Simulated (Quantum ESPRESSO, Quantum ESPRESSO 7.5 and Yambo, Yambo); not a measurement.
## GaN (P6_3mc): Bethe-Salpeter spectra with Yambo

Aim: the absorption spectrum of GaN (P6_3mc) with electron-hole interaction, and what each part of the kernel does.

Main program and level: Quantum ESPRESSO 7.5 and Yambo 5.3.0; PBE and many-body steps on it, plane waves.

The database entry behind the starting cell has ideal inner coordinates that were not refined, so it need not match the best structure at ambient conditions.

## 1. The starting structure

Symmetry: P6_3mc, No. 186, hexagonal system. The conventional cell has a = 3.190 Å, b = 3.190 Å, c = 5.189 Å, α = 90.00°, β = 90.00°, γ = 120.00°. Nearest to Ga lie 4 N at 1.95 Å. N has 4 Ga at 1.95 Å nearest. Farther neighbours and most contacts between anions are not listed.

The cell and positions come from the Crystallography Open Database and are kept as given unless a step says otherwise.

## 2. Empty states on the mesh, 6×6×4 mesh, 129 bands

This step: Quantum ESPRESSO 7.5; DFT, PBE, plane waves, norm-conserving pseudopotentials.

The sums over transitions need many empty states on a uniform mesh; this step solves for them.

pw.in reads:

```
&control
  calculation = 'nscf'
  prefix = 'x'
  outdir = 'o'
  pseudo_dir = 'pseudo'
/
&system
  ibrav = 0
  nat = 4
  ntyp = 2
  ecutwfc = 104.0
  nbnd = 129
  force_symmorphic = .true.
/
&electrons
  conv_thr = 1e-9
  electron_maxstep = 80
  diago_full_acc = .true.
  diago_thr_init = 5e-6
/
ATOMIC_SPECIES
  Ga 69.723 Ga.upf
  N 14.007 N.upf
CELL_PARAMETERS angstrom
  3.1900000000 -0.0000000000 0.0000000000
  -1.5950000000 2.7626210381 0.0000000000
  0.0000000000 0.0000000000 5.1890000000
ATOMIC_POSITIONS crystal
  Ga 0.6666666667 0.3333333333 0.0000000000
  Ga 0.3333333333 0.6666666667 0.5000000000
  N 0.6666666667 0.3333333333 0.3750000000
  N 0.3333333333 0.6666666667 0.8750000000
K_POINTS automatic
  6 6 4 0 0 0
```

Command:

```console
$ OMP_NUM_THREADS=1 mpirun -n 4 pw.x -nk 4 -in pw.in > pw.out
```

The program printed:

```text
Program PWSCF v.7.5 starts

     This program is part of the open-source Quantum ESPRESSO suite
     for quantum simulation of materials; please cite
         "P. Giannozzi et al., J. Phys.:Condens. Matter 21 395502 (2009);
         "P. Giannozzi et al., J. Phys.:Condens. Matter 29 465901 (2017);
         "P. Giannozzi et al., J. Chem. Phys. 152 154105 (2020);
     in publications or presentations arising from this work. More details at

     Atomic positions and unit cell read from directory:
     o/x.save/

     Message from routine setup:
[...]
-130.4341-130.4341 -81.1733 -81.1733 -81.1733 -81.1733 -81.1729 -81.1729
[...]
66.3447  66.3447  68.6333  68.6333  68.6333  68.6333  70.7513  70.7513
     [... 5 further rows ...]
    93.1986  93.1986  93.6513  93.6513  93.6513  93.6513  94.5233  94.5233
    96.2106

          k = 0.0000 0.1925 0.0000 (  5515 PWs)   bands (ev):

     [... further k-points ...]

     highest occupied, lowest unoccupied level (ev):    11.6730   13.5979

     XML data file, pseudopotentials, collected wavefunctions

=------------------------------------------------------------------------------=
   JOB DONE.
=------------------------------------------------------------------------------=
```

The job ended after 16 s (4 MPI ranks of Intel Xeon 6975P-C (Granite Rapids), shared host; peak memory 0.49 GiB; 64 s of CPU time).

This step gave:

```
gap                                                           : 1.925 eV
k of the valence top                                          : 0, 0, 0
k of the conduction bottom                                    : 0, 0, 0
least direct gap                                              : 1.925 eV
k points computed                                             : 24
lowest point of the top converged band, above the valence top : 84.5376 eV
```

On this mesh the gap is 1.925 eV.

The density comes from a self-consistent run that is not shown.

## 3. Conversion and set-up

This step: Yambo 5.3.0; conversion and set-up on PBE, plane waves, norm-conserving pseudopotentials.

The states are converted to the many-body program's format and the q mesh is built.

Command:

```console
$ (cd o/x.save; p2y > p2y.log; mv SAVE ../..); yambo > setup.log
```

The program printed:

```text
 Yambo, version 5.3.0

 [02] CORE Variables Setup
 =========================

  [02.01] Unit cells
  ==================

  Cell kind             :  HCP
  Atoms in the cell     :  Ga  N
  number of Ga atoms    :  2
  number of N  atoms    :  2

  List of atomic masses
  Mass of Ga    :  69.72300
  Mass of N     :  14.00700

  List of atomic coordinates    : [cc]
  Ga1       :  3.014113  1.740199  0.000000  order 1
  Ga2       : -0.30141E-09   3.4804       4.9029      order 2
  N1       :  3.014113  1.740199  3.677171  order 3
[...]
Q [ 1]         [rlu]:  0.000000  0.000000  0.000000
 Q [ 2]         [rlu]:  0.000000  0.000000  0.250000
 Q [ 3]         [rlu]:  0.000000  0.000000 -0.500000
[...]
Q [ 8]         [rlu]:  0.19298E-16  0.33333      0.25000
 Q [ 9]         [rlu]:  0.19298E-16  0.33333     -0.50000
 Q [10]         [rlu]: -0.28947E-16 -0.50000       0.0000
     [... 12 further rows ...]
 Q [23]         [rlu]: -0.19298E-16 -0.33333      0.25000
 Q [24]         [rlu]: -0.166667 -0.333333  0.250000

  [03.01] X indexes
  =================

   [03.01.01] Sigma indexes
   ========================

 [06] Game Over & Game summary
```

Elapsed: 2.6 s, on 1 MPI rank; peak memory 0.26 GiB.

## 4. Screening and self-energy, 6×6×4 mesh, 129 bands, screening to 197.3 eV

Now the one-shot GW correction: screening in the RPA, then the self-energy of the levels asked for.

This step: G0W0 on PBE, plane waves, norm-conserving pseudopotentials.

gw1.in reads:

```
HF_and_locXC
gw0
dyson
ppa
em1d
rim_cut
RandQpts= 1000000
RandGvec= 1 RL
EXXRLvcs= 104 Ry
VXCRLvcs= 416 Ry
Chimod= "HARTREE"
% BndsRnXp
 1 | 129 |
%
NGsBlkXp= 14.5 Ry
% LongDrXp
 1 | 1 | 1 |
%
% GbndRnge
 1 | 129 |
%
DysSolver= "n"
ExtendOut
PPAPntXp= 27.21138 eV
% QPkrange
 1 | 1 | 25 | 28 |
%
```

Command:

```console
$ OMP_NUM_THREADS=1 mpirun -n 4 yambo -F gw1.in -J gw1 -C gw1 > gw1.log
```

The program printed:

```text
 Yambo, version 5.3.0

 [02] CORE Variables Setup
 =========================

  [... cell, symmetries and grids as in the set-up ...]

  [02.05] Energies & Occupations
  ==============================

  [X] === General ===
  [X] Electronic Temperature                        :  0.000000  0.000000 [eV K]
  [X] Bosonic    Temperature                        :  0.000000  0.000000 [eV K]
  [X] Finite Temperature mode                       : no
  [X] El. density                                   :  0.11371E+25 [cm-3]
[...]
Sx RL components                                 :   5563

   QP @ state[ 1 ] K range                          :  1  1
   QP @ state[ 1 ] b range                          :  25  28
   GF energies kind                                 : Perdew, Burke & Ernzerhof(X)+Perdew, Burke & Ernzerhof(C)
   GF WF`s kind                                     : Perdew, Burke & Ernzerhof(X)+Perdew, Burke & Ernzerhof(C)
   Xs energies kind                                 : Perdew, Burke & Ernzerhof(X)+Perdew, Burke & Ernzerhof(C)
   Xs WF`s kind                                     : Perdew, Burke & Ernzerhof(X)+Perdew, Burke & Ernzerhof(C)

 [11] Game Over & Game summary
```

Run time: 16 min. Hardware: 4 MPI ranks; peak memory 3.9 GiB.

Numbers from this step:

| Property | Result |
| --- | --- |
| G0W0 gap on the points computed | 2.777 eV |
| starting gap on the mesh | 1.925 eV |
| k of the valence top | 0, 0, 0 |
| k of the conduction bottom | 0, 0, 0 |
| least direct G0W0 gap on the computed points | 2.777 eV |

The gap on the mesh goes from 1.92 eV to 2.78 eV, a correction of +0.85 eV.

The gap opens by 0.852 eV; the next steps shift the empty bands rigidly by 0.852 eV.

## 5. Excitons

Light makes an electron and a hole together. The Bethe-Salpeter equation adds their screened attraction and their exchange, in a window of bands around the gap.

This step: Bethe-Salpeter equation on PBE with a scissors shift, plane waves, norm-conserving pseudopotentials.

bse3.in reads:

```
optics
bss
bse
em1s
dipoles
rim_cut
RandQpts= 1000000
RandGvec= 1 RL
Chimod= "HARTREE"
BSKmod= "SEX"
BSEmod= "resonant"
BSSmod= "d"
BSENGexx= 30 Ry
BSENGBlk= 6 Ry
% BSEQptR
 1 | 1 |
%
% BSEBands
 21 | 31 |
%
% BEnRange
 0 | 8 | eV
%
% BDmRange
 0.1 | 0.1 | eV
%
BEnSteps= 161
% BLongDir
 1 | 0 | 0 |
%
% BndsRnXs
 1 | 74 |
%
NGsBlkXs= 6 Ry
% LongDrXs
 1 | 1 | 1 |
%
% KfnQP_E
 0.852 | 1.0 | 1.0 |
%
WRbsWF
```

Command:

```console
$ OMP_NUM_THREADS=1 mpirun -n 4 yambo -F bse3.in -J bse3 -C bse3 > bse3.log
```

The program printed:

```text
 Yambo, version 5.3.0

 [02] CORE Variables Setup
 =========================

  [... cell, symmetries and grids as in the set-up ...]

  [02.05] Energies & Occupations
  ==============================

  [X] === General ===
  [X] Electronic Temperature                        :  0.000000  0.000000 [eV K]
  [X] Bosonic    Temperature                        :  0.000000  0.000000 [eV K]
  [X] Finite Temperature mode                       : no
  [X] El. density                                   :  0.11371E+25 [cm-3]
  [X] Fermi Level                                   :  11.67297 [eV]

  [X] === Gaps and Widths ===
  [X] Conduction Band Min                           :  1.924975 [eV]
  [X] Valence Band Max                              :  0.000000 [eV]
  [X] Filled Bands                                  :  26
  [X] Empty Bands                                   :   27  129
  [X] Direct Gap                                    :  1.924975 [eV]
  [X] Direct Gap localized at k                     :  1
  [X] Indirect Gap                                  :  1.924975 [eV]
  [X] Indirect Gap between kpts                     :  1  1
  [X] Last valence band width                       :  2.679448 [eV]
  [X] 1st conduction band width                     :  4.523305 [eV]

 [03] Transferred momenta grid and indexing
 ==========================================

 [BZ sampling] Q-grid is User defined and/or read from the database

 IBZ Q-points                                      :  24
 BZ  Q-points                                      :  144

 K/Q-points units:
 rlu = crystal or reduced units; cc = cartesian coordinates; iku = interal k-units

 Q [ 1]         [rlu]:  0.000000  0.000000  0.000000
 Q [ 2]         [rlu]:  0.000000  0.000000  0.250000
 Q [ 3]         [rlu]:  0.000000  0.000000 -0.500000
 Q [ 4]         [rlu]:  0.96489E-17  0.16667       0.0000
 Q [ 5]         [rlu]:  0.96489E-17  0.16667      0.25000
 Q [ 6]         [rlu]:  0.96489E-17  0.16667     -0.50000
 Q [ 7]         [rlu]:  0.19298E-16  0.33333       0.0000
 Q [ 8]         [rlu]:  0.19298E-16  0.33333      0.25000
 Q [ 9]         [rlu]:  0.19298E-16  0.33333     -0.50000
 Q [10]         [rlu]: -0.28947E-16 -0.50000       0.0000
     [... 12 further rows ...]
 Q [23]         [rlu]: -0.19298E-16 -0.33333      0.25000
 Q [24]         [rlu]: -0.166667 -0.333333  0.250000

  [03.01] X + BSE indexes
  =======================

   [03.01.01] Sigma indexes
   ========================

 [04] Coloumb potential Random Integration (RIM)
 ===============================================

  [04.01] RIM initialization
  ==========================

  * Diagonal components only detected *

  8 x (sBL volume)        :  0.044655 [a.u.]
  sBZ random points       :  1000000
  Points outside the sBZ  :   7980387
  RL volume               :  0.803799 [a.u.]
  Integrated volume       :  0.805774 [a.u.]

  [04.02] RIM integrals
  =====================

  Gamma point sphere radius             :  0.064354 [a.u.]
  Points outside the sphere             :   800078
  [Int_sBZ(q=0) 1/q^2]*(Vol_sBZ)^(-1/3) =:  7.698568
                                 should be <:  7.795600

  Summary of Coulomb integrals for non-metallic bands |Q|[au] RIM/Bare

  Q [1] 0.100000E-4 0.987553 * Q [2] 0.160191 0.992610
  Q [4] 0.200590 1.086958 * Q [5] 0.256705 1.047852
  Q [22] 0.256705 1.046860 * Q [3] 0.320381 1.007831
  Q [13] 0.347431 1.031623 * Q [6] 0.377995 1.014504
  Q [14] 0.382583 1.024259 * Q [7] 0.401179 1.024162
  Q [23] 0.431979 1.019296 * Q [8] 0.431979 1.019695
[...]
Q [18] 0.619917 1.010099 * Q [11] 0.622725 1.010810
  Q [12] 0.681740 1.008845 * Q [19] 0.694863 1.009785
  Q [20] 0.713089 1.009131 * Q [21] 0.765166 1.007868

 [WARNING] [Xs] User bands 1-74 break level degeneracy

 [WARNING] [BS] User bands 21-31 break level degeneracy

 [05] External/Internal QP corrections
 =====================================

 [QP_apply] Action to be applied: USER defined scissor

  [05.01]  QP corrections report
  ==============================

[...]
[K+QP] Direct Gap                                 :  2.776975 [eV]
  [K+QP] Direct Gap localized at k                  :  1
  [K+QP] Indirect Gap                               :  2.776975 [eV]
  [K+QP] Indirect Gap between kpts                  :  1  1
  [K+QP] Last valence band width                    :  2.679448 [eV]
  [K+QP] 1st conduction band width                  :  4.523305 [eV]

  [coarse-grid] Minimum Bare Gap        [ev]:  1.924975
  [coarse-grid] Minimum Gap Correction  [ev]:  0.852000

  Eqp @ K [ 1]
  -142.1071 -142.1070  -92.8466  -92.8465  -92.8465  -92.8461  -92.8461  -92.8453
  -15.95058 -15.06907 -13.52708 -13.50713 -13.50713 -13.44643 -13.44643 -13.26594
  -13.26594 -13.16759 -13.16759 -11.88434  -7.06098  -1.03973  -1.03973  -0.06365
  -0.630548E-8   0.00000      2.77698      5.12957      10.0375      10.7743      10.7743      11.6583
   12.59147  12.59147  15.44694  16.50019  16.50019  18.72916  18.72916  19.02048
   19.10397  22.57625  25.00366  25.00366  27.57192  28.91763  28.91763  29.83646
[...]
Eqp @ K [ 2]
[...]
Eqp @ K [ 3]
[...]
Eqp @ K [ 4]
[...]
Eqp @ K [ 5]
[...]
Eqp @ K [ 6]
[...]
Eqp @ K [ 7]
[...]
Eqp @ K [ 8]
[...]
Eqp @ K [ 9]
[...]
-2.22364  -0.97437   5.93656   6.42399   6.90820   9.43927  11.22771  11.22851
     [... 85 further rows ...]
   24.91066  25.21577  26.64438  27.29909  28.18360  28.84939  29.55377  31.70034
   32.05251  32.74457  33.77897  34.85873  35.43673  36.30889  37.15307  38.46793

 [06] Dipoles
 ============

  [06.01] Setup: observables and procedures
  =========================================

  [WARNING] [x,Vnl] slows the Dipoles computation. To neglect it rename the ns.kb_pp file

  [WARNING] [r,Vnl^pseudo] included in position and velocity dipoles.

  [WARNING] In case H contains other non local terms, these are neglected

 [07] Static Dielectric Matrix
 =============================

 [WR./bse3//ndb.em1s]------------------------------------------------------------
  Brillouin Zone Q/K grids (IBZ/BZ)                :   24  144   24  144
  RL vectors                                       :   6779 [WF]
  Coulomb cutoff potential                         : none
  Electronic Temperature                           :  0.000000 [K]
  Bosonic    Temperature                           :  0.000000 [K]
  Static diel. fun.  energies                      : Perdew, Burke & Ernzerhof(X)+Perdew, Burke & Ernzerhof(C)
  wavefunctions                                    : Perdew, Burke & Ernzerhof(X)+Perdew, Burke & Ernzerhof(C)
  Global Gauge                                     : length
  X matrix size                                    :   97
  X band range                                     :    1   74
  X e/h energy range                               : -1.000000 -1.000000 [eV]
  X Time ordering                                  : T
  X Hxc Kernel                                     : HARTREE
  X Drude frequency                                :  0.000000  0.000000
  X poles                                          :  100.0000 [o/o]
  RL vectors in the sum                            :   6779
  [r,Vnl] included                                 : yes
  Field direction                                  :  0.577350E-5  0.577350E-5  0.577350E-5
  BZ energy Double Grid                            : no
  BZ energy DbGd points                            : 0
  BZ Q point size factor                           : -1.000000
  X Optical Averaged directions                    : none

 [08] Bethe Salpeter Equation driver
 ===================================

  [08.01] Bethe Salpeter Equation @q1
  ===================================

   [08.01.01] Transition pre-analysis @q1
   ======================================

   [08.01.02] Transition Groups build-up @q1
   =========================================

   [BSK] Transition groups (total):   48
   [BSK] Size (resonant):   4320
   [BSK]         (total):   4320
   [BSK] N. of matrices :  1

   [08.01.03] Loading Dipoles @q1
   ==============================

   [08.01.04] Independent Particles properties @q1
   ===============================================

   ==========================================================

   [BSE] Exchange components :   869
   [BSE] Correlation components :    97   451

    [08.01.05.01] Screened interaction header I/O
    =============================================

    [08.01.05.02] Main kernel loop
    ==============================

    [08.01.05.03] Wave-Function Phases
    ==================================

    [BSE] WF phases found       :  78.66162 [o/o]

   [08.01.06] BSE solver(s) @q1
   ============================

   [08.01.07] Diago Solver @q1
   ===========================

 [11] Game Over & Game summary
```

It took 13 min on 4 MPI ranks; peak memory 2.5 GiB.

Numbers from this step:

```
transitions in the window                                      : 4320
direct gap of the transition levels                            : 2.777 eV
lowest state                                                   : 2.455 eV
first strong exciton (over a fiftieth of the strongest listed) : 2.455 eV
binding of the lowest state below the direct gap               : 0.3223 eV
Coulomb term of one mesh cell                                  : 0.3628 eV
```

The binding is 0.89 times the screened Coulomb term of one mesh cell (0.36 eV), so it is not shown settled.

The lowest state lies at 2.455 eV, 0.322 eV under the direct gap.

Lines within 3 meV are set at the lowest of them, and the highest group, which the list may cut short, is left out. Exciton lines, with heights relative to the strongest:

```csv
position (eV),lines merged,"strength, relative"
2.455,2,100
2.519,1,0.0
3.492,2,0.0
3.790,2,86
3.807,2,0.2
4.181,3,68
4.217,3,0.0
4.234,1,0.0
4.292,2,0.0
4.358,2,0.0
4.380,1,0.0
4.524,2,0.0
```

The ε₂ has structure finer than the step of the table below, so its rows give means over 0.25 eV, whole bins alone (the curve runs from 0 to 8 eV). Peaks (eV: height): BSE 2.450: 6.62, 3.800: 6.07, 4.950: 8.20, 5.900: 14.7, 6.550: 9.04, 6.850: 11.7, 7.400: 9.02; no electron-hole interaction 2.800: 4.70, 4.550: 3.40, 5.300: 4.43, 6.450: 7.11, 6.950: 6.29, 7.350: 10.1, 7.900: 9.20.

Field along x; broadening 0.1 eV; transition window only. Limits: finite bands, cutoff and mesh; no spin-orbit coupling; exciton not shown settled in the k mesh. The ε₂ by photon energy; means over each step:

```csv
photon energy (eV),BSE,no electron-hole interaction
0.25,0.0484,0.0328
0.50,0.0555,0.0366
0.75,0.0650,0.0414
1.00,0.0782,0.0477
1.25,0.0982,0.0564
1.50,0.132,0.0692
1.75,0.203,0.0902
2.00,0.409,0.131
2.25,1.74,0.237
2.50,4.48,0.749
2.75,0.958,3.43
3.00,0.443,1.15
3.25,0.467,0.353
3.50,1.02,0.286
3.75,4.26,0.437
4.00,2.99,1.79
4.25,3.46,2.12
4.50,1.26,2.61
4.75,2.60,1.09
5.00,6.05,0.878
5.25,4.87,3.05
5.50,4.02,3.15
5.75,10.1,2.50
6.00,9.83,3.00
6.25,5.56,6.40
6.50,7.71,5.58
6.75,9.13,4.23
7.00,8.74,5.69
7.25,7.53,7.95
7.50,6.92,7.49
7.75,4.57,7.01
```

The program warns that the window of bands cuts a degenerate level, which breaks the symmetry of states and spectrum.

(Part 1 of 3 ends here.)

[Paths, hosts, dates, memory and timing lines, banners, echoed tables and standing remarks are left out of the program output.]

[Logs are printed without paths, hosts, clocks, repeated set-up lines and the standing remarks that a program may print on its own settings, such as how far it seeks lower states.]

[Runs of the session that timed out or met a known fault of the program may be left out.]

[Hosts, paths, dates, database ids (printed as entryN), source tags and the programs' standing remarks are cut or masked in the printed files.]
